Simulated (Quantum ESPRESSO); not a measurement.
HfN: zone-centre phonons under several settings

```
CELL_PARAMETERS angstrom
0.00000 2.25600 2.25600
2.25600 0.00000 2.25600
2.25600 2.25600 0.00000
ATOMIC_POSITIONS crystal
Hf 0.00000 0.00000 0.00000
N 0.50000 0.50000 0.50000
```

All runs used Quantum ESPRESSO 7.5; k mesh 8 × 8 × 8; given cell, atoms relaxed; no spin polarisation; occupations cold, width 0.2 eV.

```csv
level,potentials,cutoff (eV),pressure (GPa),lowest optical mode without the field (cm⁻¹)
PBE,GBRV 1.5 PBE,612,5.8,508
PBE,JTH 2.0 PBE,707,?,?
PBE,SSSP 1.3 efficiency PBE,816,6.0,502
PBE,PseudoDojo 0.4.1 SR PBE standard,1143,6.1,502
PBE,SPMS 1.0 PBE,1197,6.1,502
PBE,SG15 PBE 1.2,1197,7.0,510
PBE,Ansatz NC SR PBE,1238,7.0,503
```

**Question.** What stands in the row left open?

**Answer.** Pressure 4.3 GPa; lowest optical mode without the field 497 cm⁻¹.

Caveats: the mesh is thin for the phonons of a metal; the cell is more than 3 GPa from zero pressure, which shifts response properties; before the sum rule the acoustic modes lie tens of cm⁻¹ from zero, a sign that the density grid also shifts the optical modes (some runs).

For the row left open. Caveat: the mesh is thin for the phonons of a metal; the cell is more than 3 GPa from zero pressure, which shifts response properties.

The runs don't all hold the same shells in valence.
